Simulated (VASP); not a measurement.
## BeS (strained rocksalt): one r²SCAN single-point calculation in two programs

```
CELL_PARAMETERS angstrom
0.00000 2.32888 2.32888
2.32888 0.00000 2.32888
2.32888 2.32888 0.00000
ATOMIC_POSITIONS crystal
Be 0.00000 0.00000 0.00000
S 0.50000 0.50000 0.50000
```

Datasets and cutoffs are each program's own. VASP's cell holds 8 valence electrons and Ansatz's 8. Ansatz's stress includes a Pulay correction; VASP's doesn't.

Cutoffs: 520 eV in VASP, 500 eV in Ansatz. k meshes: 10×10×10 and 10×10×10.

```csv
,VASP,Ansatz
gap between bands v and c,1.32 eV,1.32 eV
least direct gap,4.52 eV,4.53 eV
pressure,-1.8 GPa,-1.6 GPa
```

Band v is the last that the valence electrons fill when counted band by band, and c is the next. Levels in eV from the top of v, Ansatz:

| point | v−1 | v | c | c+1 |
| --- | --- | --- | --- | --- |
| Γ | -0.28 | -0.28 | 6.02 | 9.29 |
| X | -3.20 | -3.20 | 1.32 | 4.88 |
| K | -5.21 | -2.50 | 2.68 | 8.08 |
| L | -0.54 | -0.54 | 4.48 | 4.48 |
| W | -5.46 | -3.99 | 5.30 | 6.19 |

VASP:

| point | v−1 | v | c | c+1 |
| --- | --- | --- | --- | --- |
| Γ | -0.28 | -0.28 | 6.01 | 9.39 |
| X | -3.20 | -3.20 | 1.32 | 4.91 |
| K | -5.21 | -2.50 | 2.68 | 8.13 |
| L | -0.54 | -0.54 | 4.49 | 4.49 |
| W | -5.45 | -3.99 | 5.31 | 6.20 |
